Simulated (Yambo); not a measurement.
# BN in Yambo: convergence with bands in self energy

BN:

```
CELL_PARAMETERS angstrom
1.25112 0.72234 3.37293
-1.25112 0.72234 3.37293
0.00000 -1.44467 3.37293
ATOMIC_POSITIONS crystal
N 0.66724 0.66724 0.66724
B 0.00033 0.00033 0.00033
```

The cell is a database's computed one.

| Property | Result |
| --- | --- |
| Program | Yambo 5.3.0 |
| Task | G0W0 quasiparticle levels |
| Functional | LDA |
| Potentials or basis | PseudoDojo 0.4.1 SR LDA standard |
| Cutoff | 1143 eV |
| Density cutoff | 4572 eV |
| k mesh | 6 × 6 × 6 |
| Occupations | fixed |
| Spin | no spin polarisation |
| k mesh of the self-consistent run | 12 × 12 × 12 |
| Form of the LDA | PW92 |
| Random integration of the Coulomb term | yes |
| Direction of the field or of q to 0 | x + y + z |
| Broadening | 0.1 eV |
| States corrected | Γ and the k points of the band edges |
| Frequency dependence of W | plasmon pole |
| Terminator of the band sum in the self-energy | none |
| Quasiparticle equation | linearised (Newton) |
| Imaginary frequency of the plasmon-pole fit | 27.2114 eV |
| Bands in the response | 154 |
| Bands in the self-energy | 24 |
| Cutoff of the response matrix | 12 Ry |
| Cutoff of exchange and Vxc | 84 Ry |
| Bands corrected (first, last) | [3, 6] |

These are the settings of the first run; the series varies bands in self energy, with any setting tied to it.

```csv
bands in self energy,quasiparticle gap at the points computed (eV)
24,5.694
44,5.770
84,5.833
154,5.860
```

Against the tightest run, the quasiparticle gap at the points computed stays within 0.05 eV from 84 on. The tightest run that finished is the yardstick and may itself not be fully converged.

Caveat, for the tightest run too: the k mesh is coarse (spacing up to 0.49 Å⁻¹), so the values aren't converged; this version prints the column dSc/dw multiplied by 27.2.
